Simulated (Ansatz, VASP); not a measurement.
# One calculation of Cu, two programs

File INCAR:

```
PREC     = Accurate       # precision mode
ENCUT    = 520            # plane-wave cutoff, eV
EDIFF    = 1E-7           # SCF threshold, eV
ISMEAR   = 0              # smearing method
SIGMA    = 0.1            # smearing width, eV
LREAL    = F              # projectors in reciprocal space
LASPH    = T              # aspherical terms in the spheres
NELM     = 100            # most SCF steps
ALGO     = Normal         # electronic algorithm
ISIF     = 2              # what is computed and relaxed
LWAVE    = F              # write WAVECAR
LCHARG   = F              # write CHGCAR
GGA      = PE             # functional
NBANDS   = 12             # bands
```

File KPOINTS:

```
Automatic mesh
0
Gamma
  18 18 18
```

File POSCAR:

```
Cu
1.0
    0.0000000000      1.9163571792      1.9163571792
    1.9163571792      0.0000000000      1.9163571792
    1.9163571792      1.9163571792      0.0000000000
Cu
1
Direct
    0.0000000000      0.0000000000      0.0000000000
```

Input for Ansatz:

```yaml
crystal:
  lattice:
    - [0.0, 1.9163571792, 1.9163571792]
    - [1.9163571792, 0.0, 1.9163571792]
    - [1.9163571792, 1.9163571792, 0.0]
  atoms:
    - { symbol: Cu, position: [0.0, 0.0, 0.0] }
basis:
  ecutwfc: 420
kpoints:
  mp_grid: { grid: [18, 18, 18] }
hamiltonian:
  xc: pbe
scf:
  occupations: { method: gaussian, width: 0.1 }
output:
  forces: true
  stress: true
  eigenvalues: true
```

Alike in both runs: task single point; functional PBE; k mesh 18 × 18 × 18; occupations gaussian, width 0.1 eV; no spin polarisation.

|  | VASP | Ansatz |
| --- | --- | --- |
| version | VASP 6.6.1 | Ansatz 0.2.0 |
| potentials or method | VASP PAW PBE potentials, release 64 (Cu) | scalar-relativistic, plane waves, PAW |
| plane-wave cutoff (eV) | 520 | 420 |
| valence electrons in the cell | 11 | 19 |

|  | VASP | Ansatz | Ansatz less VASP |
| --- | --- | --- | --- |
| gap on the k mesh at the Fermi level (eV) | none | none | - |
| pressure (GPa) | -14.7 | -15.2 | -0.48 |

A gap of «none» marks a metal or a gap that the smearing closes. The two sets of potentials don't hold the same shells in valence.
